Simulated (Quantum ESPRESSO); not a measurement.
# Cr in Quantum ESPRESSO: convergence with k mesh

Input of the first run (k mesh 2 × 2 × 2); the others differ in this setting and in those tied to it:

The input pw.in:

```
&CONTROL
  calculation = 'scf'
  prefix = 'pwscf'
  outdir = './tmp'
  pseudo_dir = './pseudo'
  tprnfor = .true.
  tstress = .true.
  disk_io = 'nowf'
/
&SYSTEM
  ibrav = 0
  nat = 1
  ntyp = 1
  ecutwfc = 94
  nbnd = 16
  occupations = 'smearing'
  smearing = 'mv'
  degauss = 0.00367493
  nspin = 2
  starting_magnetization(1) = 0.2143
/
&ELECTRONS
  conv_thr = 2d-10
  electron_maxstep = 120
  mixing_beta = 0.3
/
ATOMIC_SPECIES
Cr    51.9961 Cr.upf
CELL_PARAMETERS angstrom
  -1.4844496776    1.4844496776    1.4844496776
   1.4844496776   -1.4844496776    1.4844496776
   1.4844496776    1.4844496776   -1.4844496776
ATOMIC_POSITIONS crystal
Cr     0.0000000000    0.0000000000    0.0000000000
K_POINTS automatic
2 2 2 0 0 0
```

Potentials or basis: PseudoDojo 0.4.1 SR PBE standard.

The run is started by

```bash
$ OMP_NUM_THREADS=1 pw.x -in pw.in > pw.out
```

Hardware: 1 thread of Arm Neoverse V1, on a shared host.

```csv
k mesh,"energy less the tightest run, at zero smearing (meV/atom)",pressure (GPa),absolute moment (μB),SCF cycles,CPU time (s),peak memory (GiB)
2 × 2 × 2,815.51,-17.71,1.50,28,5,0.05
4 × 4 × 4,51.31,-25.10,0.00,15,6.4,0.05
5 × 5 × 5,1.95,-24.50,0.03,28,14,0.05
7 × 7 × 7,27.03,-24.65,0.21,14,14,0.05
9 × 9 × 9,-6.79,-24.88,0.00,41,72,0.06
11 × 11 × 11,11.91,-24.52,0.05,19,52,0.07
12 × 12 × 12,1.46,-24.92,0.00,16,56,0.09
14 × 14 × 14,6.48,-24.72,0.05,18,91,0.11
17 × 17 × 17,0.00,-24.83,0.00,16,120,0.15
```

Not settled before the last step: the energy (to 1 meV/atom), the pressure (to 0.1 GPa), the absolute moment (to 0.02 μB). Meshes of other sizes hit other points, so gaps and Fermi surfaces needn't settle smoothly. The tightest run that finished is the yardstick and may itself not be fully converged.

Caveat, for the tightest run too: the starting moments collapsed, and a magnetic state may lie lower; so large a pressure means that the cell lies far from this level's equilibrium, or that cutoff or potentials fall short.
